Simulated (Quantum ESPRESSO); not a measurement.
# ZnO (Pm-3m) in Quantum ESPRESSO: equation of state

How stiff is ZnO in PBE, and what volume does it want? The cell is scaled to several volumes.

Everything below comes from runs of Quantum ESPRESSO 7.5. Logs are shortened: lines on timing, memory, paths and dates and some standing lists are left out, and cuts for length are marked.

### 1 Starting point

The structure is cubic, space group Pm-3m (No. 221). The conventional cell has a = 2.688 Å, b = 2.688 Å, c = 2.688 Å, α = 90.00°, β = 90.00°, γ = 90.00°. Around Zn (site symmetry m-3m) lie 8 O at 2.33 Å. O (site symmetry m-3m) has 8 Zn at 2.33 Å as nearest neighbours.

The cell was built by a generator and needn't be a form met in nature.

### 2 Single point, PBE, 9.13 Å³/atom

Input file pw.in:

```
&CONTROL
  calculation = 'scf'
  prefix = 'pwscf'
  outdir = './tmp'
  pseudo_dir = './pseudo'
  tprnfor = .true.
  tstress = .true.
  disk_io = 'nowf'
/
&SYSTEM
  ibrav = 0
  nat = 2
  ntyp = 2
  ecutwfc = 55
  ecutrho = 440
  nbnd = 20
  occupations = 'smearing'
  smearing = 'fd'
  degauss = 0.00367493
/
&ELECTRONS
  conv_thr = 4d-10
  electron_maxstep = 120
  mixing_beta = 0.5
/
ATOMIC_SPECIES
Zn    65.3800 Zn_pbe_v1.uspp.F.UPF
O     15.9990 O.pbe-n-kjpaw_psl.0.1.UPF
CELL_PARAMETERS angstrom
   2.6333331733    0.0000000000    0.0000000000
   0.0000000000    2.6333331733    0.0000000000
   0.0000000000    0.0000000000    2.6333331733
ATOMIC_POSITIONS crystal
Zn     0.0000000000    0.0000000000    0.0000000000
O      0.5000000000    0.5000000000    0.5000000000
K_POINTS automatic
10 10 10 0 0 0
```

Potentials or basis: SSSP 1.3 efficiency PBE.

The run is started by

```sh
$ OMP_NUM_THREADS=1 pw.x -in pw.in > pw.out
```

pw.out:

```text
This program is part of the open-source Quantum ESPRESSO suite
     for quantum simulation of materials; please cite
         "P. Giannozzi et al., J. Phys.:Condens. Matter 21 395502 (2009);
         "P. Giannozzi et al., J. Phys.:Condens. Matter 29 465901 (2017);
         "P. Giannozzi et al., J. Chem. Phys. 152 154105 (2020);
     in publications or presentations arising from this work. More details at

     file O.pbe-n-kjpaw_psl.0.1.UPF: wavefunction(s)  2P renormalized
     Message from routine setup:
     using ibrav=0 with symmetry is DISCOURAGED, use correct ibrav instead

     G-vector sticks info
     --------------------
     sticks:   dense  smooth     PW     G-vecs:    dense   smooth      PW
     Sum         869     437    145                19213     6763    1309

     Using Slab Decomposition

     bravais-lattice index     =            0
     lattice parameter (alat)  =       4.9763  a.u.
     unit-cell volume          =     123.2293 (a.u.)^3
     number of atoms/cell      =            2
     number of atomic types    =            2
     number of electrons       =        26.00
     number of Kohn-Sham states=           20
     kinetic-energy cutoff     =      55.0000  Ry
     charge density cutoff     =     440.0000  Ry
     scf convergence threshold =      4.0E-10
     mixing beta               =       0.5000
     number of iterations used =            8  plain     mixing
     Exchange-correlation= SLA  PW   PBX  PBC
                           (   1   4   3   4   0   0   0)

     celldm(1)=   4.976278  celldm(2)=   0.000000  celldm(3)=   0.000000
     celldm(4)=   0.000000  celldm(5)=   0.000000  celldm(6)=   0.000000

     crystal axes: (cart. coord. in units of alat)
               a(1) = (   1.000000   0.000000   0.000000 )
               a(2) = (   0.000000   1.000000   0.000000 )
               a(3) = (   0.000000   0.000000   1.000000 )

     reciprocal axes: (cart. coord. in units 2 pi/alat)
               b(1) = (  1.000000  0.000000  0.000000 )
               b(2) = (  0.000000  1.000000  0.000000 )
               b(3) = (  0.000000  0.000000  1.000000 )

     PseudoPot. # 1 for Zn read from file:
     Zn_pbe_v1.uspp.F.UPF
     Pseudo is Ultrasoft, Zval = 20.0
     Generated by new atomic code, or converted to UPF format
     Using radial grid of  943 points,  6 beta functions with:
                l(1) =   0
                l(2) =   0
                l(3) =   1
                l(4) =   1
                l(5) =   2
                l(6) =   2
     Q(r) pseudized with  8 coefficients,  rinner =    1.100   1.100   1.100
                                                       1.100   1.100

     PseudoPot. # 2 for O  read from file:
     O.pbe-n-kjpaw_psl.0.1.UPF
     Pseudo is Projector augmented-wave + core cor, Zval =  6.0
     Generated using "atomic" code by A. Dal Corso  v.5.0.99 svn rev. 10869
     Shape of augmentation charge: BESSEL
     Using radial grid of 1095 points,  4 beta functions with:
                l(1) =   0
                l(2) =   0
                l(3) =   1
                l(4) =   1
     Q(r) pseudized with 0 coefficients

     atomic species   valence    mass     pseudopotential
     Zn               20.00    65.38000     Zn( 1.00)
     O                 6.00    15.99900     O ( 1.00)

     48 Sym. Ops., with inversion, found

   Cartesian axes

     site n.     atom                  positions (alat units)
         1        Zn     tau(   1) = (   0.0000000   0.0000000   0.0000000  )
         2        O      tau(   2) = (   0.5000000   0.5000000   0.5000000  )

     number of k points=    56  Fermi-Dirac smearing, width (Ry)=  0.0037
                       cart. coord. in units 2pi/alat
        k(    1) = (   0.0000000   0.0000000   0.0000000), wk =   0.0020000
        k(    2) = (   0.0000000   0.0000000   0.1000000), wk =   0.0120000
        k(    3) = (   0.0000000   0.0000000   0.2000000), wk =   0.0120000
        k(    4) = (   0.0000000   0.0000000   0.3000000), wk =   0.0120000
        k(    5) = (   0.0000000   0.0000000   0.4000000), wk =   0.0120000
        k(    6) = (   0.0000000   0.0000000  -0.5000000), wk =   0.0060000
[... 48 lines left out ...]
        k(   55) = (   0.4000000  -0.5000000  -0.5000000), wk =   0.0120000
        k(   56) = (  -0.5000000  -0.5000000  -0.5000000), wk =   0.0020000

     Dense  grid:    19213 G-vectors     FFT dimensions: (  36,  36,  36)

     Smooth grid:     6763 G-vectors     FFT dimensions: (  24,  24,  24)

     Check: negative core charge=   -0.000001

     Initial potential from superposition of free atoms

     starting charge      25.9999, renormalised to      26.0000
     Starting wfcs are   17 randomized atomic wfcs +    3 random wfcs

     Self-consistent Calculation

     iteration #  1     ecut=    55.00 Ry     beta= 0.50
     Davidson diagonalization with overlap
     ethr =  1.00E-02,  avg # of iterations =  3.8

     total energy              =    -503.00653514 Ry
     estimated scf accuracy    <       0.44636368 Ry

     iteration #  2     ecut=    55.00 Ry     beta= 0.50
     Davidson diagonalization with overlap
     ethr =  1.72E-03,  avg # of iterations =  2.0

     total energy              =    -503.13785738 Ry
     estimated scf accuracy    <       0.20320339 Ry

     iteration #  3     ecut=    55.00 Ry     beta= 0.50
     Davidson diagonalization with overlap
     ethr =  7.82E-04,  avg # of iterations =  1.8
[... 29 lines left out ...]
     total energy              =    -503.17699669 Ry
     estimated scf accuracy    <          8.3E-09 Ry

     iteration #  8     ecut=    55.00 Ry     beta= 0.50
     Davidson diagonalization with overlap
     ethr =  3.19E-11,  avg # of iterations =  2.0

     total energy              =    -503.17699670 Ry
     estimated scf accuracy    <          7.7E-10 Ry

     iteration #  9     ecut=    55.00 Ry     beta= 0.50
     Davidson diagonalization with overlap
     ethr =  2.96E-12,  avg # of iterations =  1.7

     End of self-consistent calculation

          k = 0.0000 0.0000 0.0000 (   847 PWs)   bands (ev):

  -111.1127 -65.2942 -65.2942 -65.2942  -5.2965   7.0528   7.0528   8.2699
     8.2699   8.2699  12.3368  12.3368  12.3368  13.1708  28.0693  28.0693
    31.8957  31.8957  31.8957  46.1952

          k = 0.0000 0.0000 0.1000 (   843 PWs)   bands (ev):

  -111.1126 -65.2964 -65.2940 -65.2940  -5.1859   7.0657   7.0677   8.1911
     8.1911   8.2737  11.0829  12.4718  12.4718  14.3378  27.2835  28.2127
    31.7386  31.7386  32.7887  42.9932

          k = 0.0000 0.0000 0.2000 (   840 PWs)   bands (ev):

  -111.1122 -65.3022 -65.2936 -65.2936  -4.8778   6.9513   7.1066   8.0020
     8.0020   8.2835   9.7334  12.8141  12.8141  15.6668  25.6132  28.6455
    31.2773  31.2773  34.8698  39.7331
[... 301 lines left out ...]
          k = 0.4000 0.4000-0.5000 (   870 PWs)   bands (ev):

  -111.1082 -65.3139 -65.3116 -65.3115  -2.3325   6.3745   6.3844   6.6586
     8.4027   8.5093  11.5155  11.6395  12.3437  18.7144  19.8752  20.2234
    25.8334  34.5014  34.7923  35.2161

          k = 0.4000-0.5000-0.5000 (   876 PWs)   bands (ev):

  -111.1080 -65.3137 -65.3137 -65.3114  -2.2256   6.3170   6.3170   6.4421
     8.4578   8.5783  11.8834  11.8834  12.3382  18.6619  19.7808  19.7808
    24.9291  34.5857  35.1484  35.1484

          k =-0.5000-0.5000-0.5000 (   840 PWs)   bands (ev):

  -111.1079 -65.3134 -65.3134 -65.3134  -2.1148   6.2383   6.2383   6.2383
     8.5802   8.5802  12.2653  12.2653  12.2653  19.2433  19.2433  19.2433
    23.7981  35.1143  35.1143  35.1143

     the Fermi energy is    13.8358 ev

!    total energy              =    -503.17699670 Ry
     estimated scf accuracy    <          1.2E-10 Ry
     smearing contrib. (-TS)   =      -0.00003922 Ry
     internal energy E=F+TS    =    -503.17695747 Ry

     The total energy is F=E-TS. E is the sum of the following terms:
     one-electron contribution =    -342.77507633 Ry
     hartree contribution      =     186.17330177 Ry
     xc contribution           =     -49.77830360 Ry
     ewald contribution        =    -287.26815351 Ry
     one-center paw contrib.   =      -9.52872580 Ry

     convergence has been achieved in   9 iterations

     Forces acting on atoms (cartesian axes, Ry/au):

     atom    1 type  1   force =     0.00000000    0.00000000    0.00000000
     atom    2 type  2   force =     0.00000000    0.00000000    0.00000000

     Total force =     0.000000     Total SCF correction =     0.000000

     Computing stress (Cartesian axis) and pressure

          total   stress  (Ry/bohr**3)                   (kbar)     P=      115.42
   0.00078460   0.00000000   0.00000000          115.42        0.00        0.00
   0.00000000   0.00078460   0.00000000            0.00      115.42        0.00
   0.00000000   0.00000000   0.00078460            0.00        0.00      115.42

=------------------------------------------------------------------------------=
   JOB DONE.
=------------------------------------------------------------------------------=
```

Run time: 10 s. Hardware: 1 thread of Arm Neoverse V2, shared host; peak memory 0.11 GiB.

What came out:

- Free energy: -6846.0718 eV
- Pressure: 11.5 GPa
- Band gap on the k mesh: none (metal or under the smearing width)

### 3 Single point, PBE, 9.32 Å³/atom

pw.in: that of step 2 with these lines changed.

```diff
@@ -29,5 +29,5 @@
 CELL_PARAMETERS angstrom
-   2.6333331733    0.0000000000    0.0000000000
-   0.0000000000    2.6333331733    0.0000000000
-   0.0000000000    0.0000000000    2.6333331733
+   2.6518783841    0.0000000000    0.0000000000
+   0.0000000000    2.6518783841    0.0000000000
+   0.0000000000    0.0000000000    2.6518783841
 ATOMIC_POSITIONS crystal
```

Potentials or basis: SSSP 1.3 efficiency PBE.

The run is started by

```sh
$ OMP_NUM_THREADS=1 pw.x -in pw.in > pw.out
```

Run time: 10 s. Hardware: 1 thread of Arm Neoverse V2, shared host; peak memory 0.12 GiB.

It converged, with:

```
Free energy            : -6846.0954 eV
Pressure               : 7.3 GPa
Band gap on the k mesh : none (metal or under the smearing width)
```

### 4 Single point, PBE, 9.52 Å³/atom

pw.in: that of step 3 with these lines changed.

```diff
@@ -29,5 +29,5 @@
 CELL_PARAMETERS angstrom
-   2.6518783841    0.0000000000    0.0000000000
-   0.0000000000    2.6518783841    0.0000000000
-   0.0000000000    0.0000000000    2.6518783841
+   2.6701677785    0.0000000000    0.0000000000
+   0.0000000000    2.6701677785    0.0000000000
+   0.0000000000    0.0000000000    2.6701677785
 ATOMIC_POSITIONS crystal
```

The run is started by

```sh
$ OMP_NUM_THREADS=1 pw.x -in pw.in > pw.out
```

It took 10 s on 1 thread of Arm Neoverse V2, shared host; peak memory 0.12 GiB.

Results (log left out):

* Free energy: -6846.1093 eV
* Pressure: 3.5 GPa
* Band gap on the k mesh: none (metal or under the smearing width)

### 5 Single point, PBE, 9.71 Å³/atom

pw.in: that of step 4 with these lines changed.

```diff
@@ -29,5 +29,5 @@
 CELL_PARAMETERS angstrom
-   2.6701677785    0.0000000000    0.0000000000
-   0.0000000000    2.6701677785    0.0000000000
-   0.0000000000    0.0000000000    2.6701677785
+   2.6882100000    0.0000000000    0.0000000000
+   0.0000000000    2.6882100000    0.0000000000
+   0.0000000000    0.0000000000    2.6882100000
 ATOMIC_POSITIONS crystal
```

The run is started by

```sh
$ OMP_NUM_THREADS=1 pw.x -in pw.in > pw.out
```

Run time: 11 s. Hardware: 1 thread of Arm Neoverse V2, shared host; peak memory 0.12 GiB.

It converged, with:

```
Free energy            : -6846.1143 eV
Pressure               : 0.1 GPa
Band gap on the k mesh : none (metal or under the smearing width)
```

### 6 Single point, PBE, 9.91 Å³/atom

pw.in: that of step 5 with these lines changed.

```diff
@@ -29,5 +29,5 @@
 CELL_PARAMETERS angstrom
-   2.6882100000    0.0000000000    0.0000000000
-   0.0000000000    2.6882100000    0.0000000000
-   0.0000000000    0.0000000000    2.6882100000
+   2.7060132341    0.0000000000    0.0000000000
+   0.0000000000    2.7060132341    0.0000000000
+   0.0000000000    0.0000000000    2.7060132341
 ATOMIC_POSITIONS crystal
```

Potentials or basis: SSSP 1.3 efficiency PBE.

The run is started by

```sh
$ OMP_NUM_THREADS=1 pw.x -in pw.in > pw.out
```

Wall time 10 s (1 thread of Arm Neoverse V2, shared host); peak memory 0.12 GiB.

Results (log left out):

| Item | Value |
| --- | --- |
| Free energy | -6846.1116 eV |
| Pressure | -3.0 GPa |
| Band gap on the k mesh | none (metal or under the smearing width) |

(Part 1 of 2 ends here.)
